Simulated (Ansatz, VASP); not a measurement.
One calculation of B, two programs

File INCAR:

```
PREC = Accurate ; ENCUT = 520
EDIFF = 1E-6 ; ISMEAR = 0
SIGMA = 0.1 ; LREAL = F
LASPH = T ; NELM = 80
ALGO = Normal ; ISIF = 2
LWAVE = F ; LCHARG = F
GGA = PE ; NBANDS = 8
```

File KPOINTS:

```
regular mesh
0
Gamma
  10 10 6
```

Contents of POSCAR:

```
B
1.0
    0.9066109793     -1.6926496544      0.0000000000
    0.9066109793      1.6926496544      0.0000000000
    0.0000000000      0.0000000000      2.6433158987
B
1
Direct
    0.0000000000      0.0000000000      0.0000000000
```

Input for Ansatz:

```yaml
crystal:
  lattice:
    - [0.9066109793, -1.6926496544, 0.0]
    - [0.9066109793, 1.6926496544, 0.0]
    - [0.0, 0.0, 2.6433158987]
  atoms:
    - { symbol: B, position: [0.0, 0.0, 0.0] }
basis:
  ecutwfc: 420
kpoints:
  mp_grid: { grid: [10, 10, 6] }
hamiltonian:
  xc: pbe
scf:
  occupations: { method: gaussian, width: 0.1 }
  lower_state_search: "off"
output:
  forces: true
  stress: true
  eigenvalues: true
```

Alike in both runs: task single point; functional PBE; k mesh 10 × 10 × 6; occupations gaussian, width 0.1 eV; no spin polarisation.

```csv
,VASP,Ansatz
version,VASP 6.6.1,Ansatz 0.2.0
potentials or method,"VASP PAW PBE potentials, release 64 (B)","scalar-relativistic, plane waves, PAW"
plane-wave cutoff (eV),520,420
valence electrons in the cell,3,3
```

Ansatz gave:

```
gap on the k mesh at the Fermi level (eV)       : none
pressure (GPa)                                  : -26.2
largest component of the traceless stress (GPa) : 29.57
```

**Question.** Which values does VASP return?

**Answer.** gap on the k mesh at the Fermi level (eV): none; pressure (GPa): -26.2; largest component of the traceless stress (GPa): 29.50.

A gap of «none» marks a metal or a gap that the smearing closes. With one functional, cell and mesh, what is left measures potentials, basis and numerics.

Caveats: the k mesh is coarse (spacing up to 0.40 Å⁻¹), so the values aren't converged; so large a pressure means that the cell lies far from this level's equilibrium, or that cutoff or potentials fall short (VASP).
